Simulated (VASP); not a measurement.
The system is Ti2O.

```
Ti O
1.0
     2.91940    0.00000    0.00000
    -1.45970    2.52827    0.00000
     0.00000    0.00000    4.71300
Ti O
2 1
Direct
  0.33333 0.66667 0.72126
  0.66667 0.33333 0.27874
  0.00000 0.00000 0.00000
```

Base run:

| Item | Value |
| --- | --- |
| Program | VASP 6.6.1 |
| Functional | LDA |
| Potentials or basis | VASP PAW LDA potentials, release 64 (Ti_sv, O) |
| Cutoff | 520 eV |
| k mesh | 10 × 10 × 6 |
| Occupations | fermi-dirac, width 0.05 eV |
| Spin | no spin polarisation |
| Hubbard terms | Ti d U = 3 eV |

Its results: band gap on the k mesh none (metal or under the smearing width); pressure 6.9 GPa; largest force 1.395 eV/Å.

Problem. The run is repeated on the same cell with these changes: hubbard terms from Ti d U = 3 eV to Ti d U = 8 eV. What comes out?

Solution. Band gap on the k mesh none (metal or under the smearing width); pressure 21.8 GPa; largest force 1.370 eV/Å.

Caveats: U without spin polarisation on a metal has little footing; forces of over 1 eV/Å show positions far from the minimum, so gaps and moduli don't describe the material at rest.
